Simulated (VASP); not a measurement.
# P in VASP: further runs

One sheet, P, is run at these levels: PBEsol+D3(BJ); tasks: single point.

Everything below comes from runs of VASP 6.6.1. Logs are shortened: lines on timing, memory, paths and dates and some standing lists are left out, and cuts for length are marked.

## Step 1: The sheet as given

The cell holds a sheet with vacuum, 4 atoms: a = 3.285 Å, b = 4.293 Å, c = 28.000 Å, α = 90.00°, β = 90.00°, γ = 90.00°.

The cell was built by a generator and needn't be a form met in nature.

## Step 2: Single point, PBEsol+D3(BJ)

INCAR

```
SYSTEM = P
PREC = Accurate
ENCUT = 520
EDIFF = 1E-6
ISMEAR = 0
SIGMA = 0.03
LREAL = .False.
LASPH = .True.
NELM = 100
ALGO = Fast
ISIF = 2
LWAVE = .False.
LCHARG = .True.
LDIPOL = .True.
IDIPOL = 3
DIPOL = 0.5 0.5 0.287
GGA = PS
IVDW = 12
LELF = .True.
LVHAR = .True.
LVACPOTAV = .True.
NBANDS = 18
```

KPOINTS

```
regular mesh
0
Gamma
  10 8 1
  0 0 0
```

POSCAR

```
P
1.0
    3.2848939209      0.0000000000      0.0000000000
    0.0000000000      4.2930049195      0.0000000000
    0.0000000000      0.0000000000     27.9999999997
P
4
Direct
    0.0000000000      0.0774059038      0.2494718428
    0.5000000000      0.4225940962      0.2494718428
    0.5000000000      0.5774059038      0.3255281572
    0.0000000000      0.9225940962      0.3255281572
```

Potentials or basis: VASP PAW PBE potentials, release 64 (P).

On the command line:

```sh
> cat potpaw_PBE.64/P/POTCAR > POTCAR
> mpirun -np 1 vasp_std > vasp.out
```

OUTCAR:

```text
SYSTEM = P
   PREC = Accurate
   ENCUT = 520
   EDIFF = 1E-6
   ISMEAR = 0
   LREAL = .False.
   LASPH = .True.
   NELM = 100
   ISIF = 2
   GGA = PS
   IVDW = 12
 IVDW          = 12

 ion  position               nearest neighbor table
   1  0.000  0.077  0.249-   2 2.21   2 2.21   4 2.23
   2  0.500  0.423  0.249-   1 2.21   1 2.21   3 2.23
   3  0.500  0.577  0.326-   4 2.21   4 2.21   2 2.23
   4  0.000  0.923  0.326-   3 2.21   3 2.21   1 2.23

  LATTYP: Found a simple orthorhombic cell.
 ALAT       =     3.2848939209
 B/A-ratio  =     1.3068930148
 C/A-ratio  =     8.5238673376

  Lattice vectors:

 A1 = (   3.2848939209,   0.0000000000,   0.0000000000)
 A2 = (   0.0000000000,   4.2930049195,   0.0000000000)
 A3 = (   0.0000000000,   0.0000000000,  27.9999999997)

Analysis of symmetry for initial positions (statically):
=====================================================================
 Subroutine PRICEL returns:
 Original cell was already a primitive cell.

 Routine SETGRP: Setting up the symmetry group for a
 simple orthorhombic supercell.

 Subroutine GETGRP returns: Found  8 space group operations
 (whereof  2 operations were pure point group operations)
 out of a pool of  8 trial point group operations.

The static configuration has the point symmetry C_1h.
 The point group associated with its full space group is D_2h.

Analysis of symmetry for dynamics (positions and initial velocities):
=====================================================================
 Subroutine PRICEL returns:
 Original cell was already a primitive cell.

 Routine SETGRP: Setting up the symmetry group for a
 simple orthorhombic supercell.

 Subroutine GETGRP returns: Found  8 space group operations
 (whereof  2 operations were pure point group operations)
 out of a pool of  8 trial point group operations.

The dynamic configuration has the point symmetry C_1h.
 The point group associated with its full space group is D_2h.

 Subroutine INISYM returns: Found  8 space group operations
 (whereof  2 operations are pure point group operations),
 and found     1 'primitive' translations

----------------------------------------------------------------------------------------

                                     Primitive cell

  volume of cell :     394.8578

  direct lattice vectors                    reciprocal lattice vectors
     3.284893921  0.000000000  0.000000000     0.304423833  0.000000000  0.000000000
     0.000000000  4.293004920  0.000000000     0.000000000  0.232937073  0.000000000
     0.000000000  0.000000000 28.000000000     0.000000000  0.000000000  0.035714286

[... 97 lines left out ...]
   PSTRESS=    0.0 pullay stress
   NELECT =      20.0000    total number of electrons
   NUPDOWN=      -1.0000    fix difference up-down
   EMIN   =  10.00;   EMAX   =-10.00  energy-range for DOS
   EFERMI =   0.00;   METHOD = LEGACY
   ISMEAR =     0;   SIGMA  =   0.03  broadening in eV -4-tet -1-fermi 0-gaus
   EFERMI_NEDOS =   21; number of points for ismear=-14 and -15
   IALGO  =     68    algorithm
   IMIX   =      4    mixing-type and parameters
     AMIX     =   0.40;   BMIX     =  1.00
     AMIX_MAG =   1.60;   BMIX_MAG =  1.00
  volume/ion in A,a.u.               =      98.71       666.16
  Fermi-wavevector in a.u.,A,eV,Ry     =   0.605719  1.144643  4.991917  0.366896
  Thomas-Fermi vector in A             =   1.659547
   LORBIT       =      0    0 simple, 1 ext, 2 COOP (PROOUT), +10 PAW based schemes
   GGA     = PS    functional components
   LHFCALC =     F    Hartree Fock is set to
   AEXX    =    0.0000 exact exchange contribution
   IVDW    =    12    specifies the selected vdW correction
   LEPSILON=     F    determine dielectric tensor
   LRPA    =     F    only Hartree local field effects (RPA)
 non-spin polarized calculation
 RMM-DIIS sequential band-by-band and
 Gauss-broadening in eV      SIGMA  =   0.03
  energy-cutoff  :      520.00
  volume of cell :      394.86
 maximum number of plane-waves:     10686
   NGX = 13   NGY = 15   NGZ =105

 dipolmoment           0.000000      0.000000     -0.000082 electrons x Angstroem

 number of electron      19.9999997 magnetization

 dipolmoment           0.000000      0.000000      0.000007 electrons x Angstroem

 Free energy of the ion-electron system (eV)
  ---------------------------------------------------
  ext. energy  EPLUGINS =         0.00000000
  ---------------------------------------------------
  free energy    TOTEN  =       -22.83187248 eV

  energy without entropy =      -22.83187248  energy(sigma->0) =      -22.83187248

 E-fermi :  -2.5754     XC(G=0):  -2.2798

 val. band max:       -2.7014865617   @ k =   0.0000   0.0000   0.0000
 cond. band min:      -2.1666821805   @ k =   0.0000   0.0000   0.0000
 fundamental gap:      0.5348043812
 Fermi energy:        -2.5753688029

 k-point     1 :       0.0000    0.0000    0.0000
  band No.  band energies     occupation
      1     -18.1328      2.00000
      2     -15.3685      2.00000
      3     -11.6167      2.00000
      4      -8.6905      2.00000
      5      -7.6846      2.00000
      6      -7.0816      2.00000
[... 481 lines left out ...]
      5      -8.1746      2.00000
      6      -8.1746      2.00000
[... 10 lines left out ...]
     17       3.3940      0.00000
     18       3.3940      0.00000

 [... further k-points ...]

------------------------ aborting loop because EDIFF is reached ----------------------------------------

 Edisp (eV)   -0.71805

 E8    (eV) :    -0.4457

  FORCE on cell =-STRESS in cart. coord.  units (eV):
  Direction    XX          YY          ZZ          XY          YZ          ZX
  --------------------------------------------------------------------------------------
  -------------------------------------------------------------------------------------
  Total      -0.03865    -0.04888    -0.10387    -0.00000    -0.00000     0.00000
  in kB      -0.15684    -0.19834    -0.42147    -0.00000    -0.00000     0.00000
  external pressure =       -0.26 kB  Pullay stress =        0.00 kB

 VOLUME and BASIS-vectors are now :
 -----------------------------------------------------------------------------
  energy-cutoff  :      520.00
  volume of cell :      394.86
      direct lattice vectors                 reciprocal lattice vectors
     3.284893921  0.000000000  0.000000000     0.304423833  0.000000000  0.000000000
     0.000000000  4.293004920  0.000000000     0.000000000  0.232937073  0.000000000
     0.000000000  0.000000000 28.000000000     0.000000000  0.000000000  0.035714286

 POSITION                                       TOTAL-FORCE (eV/Angst)
 -----------------------------------------------------------------------------------
      0.00000      0.33230      6.98521         0.000000      0.017047      0.020731
      1.64245      1.81420      6.98521         0.000000     -0.017047      0.020731
      1.64245      2.47881      9.11479         0.000000      0.017047     -0.020731
      0.00000      3.96070      9.11479         0.000000     -0.017047     -0.020731
 -----------------------------------------------------------------------------------
    total drift:                               -0.000000      0.000000      0.000068

  FREE ENERGIE OF THE ION-ELECTRON SYSTEM (eV)
  ---------------------------------------------------
  free  energy   TOTEN  =       -23.5499255697 eV

  energy  without entropy=      -23.5499255697  energy(sigma->0) =      -23.54992557

 vacuum level on the upper side and lower side of the slab         2.100         2.100
```

OSZICAR:

```text
N       E                     dE             d eps       ncg     rms          rms(c)
DAV:   1     0.138939497596E+03    0.13894E+03   -0.59185E+03  1080   0.748E+02
DAV:   2    -0.546375737425E+01   -0.14440E+03   -0.13432E+03  1708   0.145E+02
DAV:   3    -0.226894984439E+02   -0.17226E+02   -0.17140E+02  1450   0.577E+01
[... 20 lines left out ...]
RMM:  24    -0.228318498961E+02   -0.18106E-04   -0.10783E-06  1038   0.665E-03    0.989E-03
RMM:  25    -0.228318593624E+02   -0.94663E-05   -0.48717E-07  1036   0.353E-03    0.209E-03
RMM:  26    -0.228318686132E+02   -0.92508E-05   -0.12768E-06  1120   0.393E-03    0.768E-03
RMM:  27    -0.228318718017E+02   -0.31885E-05   -0.20304E-07   872   0.216E-03    0.200E-03
RMM:  28    -0.228318724809E+02   -0.67923E-06   -0.35752E-08   612   0.131E-03
   1 F= -.23549926E+02 E0= -.23549926E+02  d E =-.452165E-11
```

Run time: 4.8 min. Hardware: 1 thread of Intel Xeon Platinum 8488C (Sapphire Rapids), shared host; peak memory 0.47 GiB.

Results:

| Quantity | Value |
| --- | --- |
| Free energy | -23.5499 eV |
| Largest force | 0.027 eV/Å |
| Band gap on the k mesh | 0.53 eV, direct |
| Dispersion energy per atom | -0.180 eV |
| Ionisation potential of the upper face | 4.80 eV |

Forces in eV/Å, atoms in the order of the input:
```
P    0.000  0.017  0.021
P    0.000 -0.017  0.021
P    0.000  0.017 -0.021
P    0.000 -0.017 -0.021
```

Caveat: the PAW data sets were made with another functional, which shifts forces and pressure a little. Expect the measured gap to be larger: semilocal functionals such as PBEsol lack the derivative discontinuity.

## Step 3: Single point, PBEsol+D3(BJ)

This run uses another cell than the first one, of 61.10 Å³/atom, 0.619 times its volume.

INCAR

```
SYSTEM = P
ALGO = Fast
DIPOL = 0.5 0.5 0.500
EDIFF = 1E-7
ENCUT = 520
GGA = PS
IDIPOL = 3
ISIF = 2
ISMEAR = 0
IVDW = 12
LASPH = .TRUE.
LCHARG = .FALSE.
LDIPOL = .TRUE.
LREAL = .FALSE.
LWAVE = .FALSE.
NBANDS = 18
NELM = 100
PREC = Accurate
SIGMA = 0.03
```

KPOINTS

```
k-points
0
G
  10 8 1
  0 0 0
```

POSCAR

```
P
1.0
    3.3000000000      0.0000000000      0.0000000000
    0.0000000000      4.6000000000      0.0000000000
    0.0000000000      0.0000000000     16.1000000000
P
4
Direct
    0.0000000000      0.0900000000      0.4347826087
    0.5000000000      0.4100000000      0.4347826087
    0.5000000000      0.5900000000      0.5652173913
    0.0000000000      0.9100000000      0.5652173913
```

Potentials or basis: VASP PAW PBE potentials, release 64 (P).

On the command line:

```sh
> cat potpaw_PBE.64/P/POTCAR > POTCAR
> mpirun -np 1 vasp_std > vasp.out
```

It took 2.7 min on 1 thread of Intel Xeon Platinum 8488C (Sapphire Rapids), shared host; peak memory 0.38 GiB.

The run converged. Its results:

* Free energy: -23.4920 eV
* Largest force: 0.192 eV/Å
* Band gap on the k mesh: 0.83 eV, direct
* Dispersion energy per atom: -0.167 eV

Forces on the atoms (eV/Å):
```
P    0.000 -0.143  0.128
P    0.000  0.143  0.128
P    0.000 -0.143 -0.128
P    0.000  0.143 -0.128
```

Levels at points of the mesh, in eV from the valence-band top:
```
           k point  band 7  band 8  band 9  band 10  band 11  band 12  band 13  band 14
(0.00, 0.00, 0.00)   -3.44   -1.85   -1.70     0.00     0.83     1.47     2.56     3.31
(0.50, 0.00, 0.00)   -2.74   -2.74   -2.01    -2.01     1.16     1.16     2.13     2.13
(0.00, 0.50, 0.00)   -2.64   -2.64   -1.29    -1.29     1.99     1.99     3.64     3.64
(0.50, 0.50, 0.00)   -4.64   -4.64   -1.14    -1.14     2.29     2.29     3.86     3.86
```

Caveat: the PAW data sets were made with another functional, which shifts forces and pressure a little. Expect the measured gap to be larger: semilocal functionals such as PBEsol lack the derivative discontinuity.
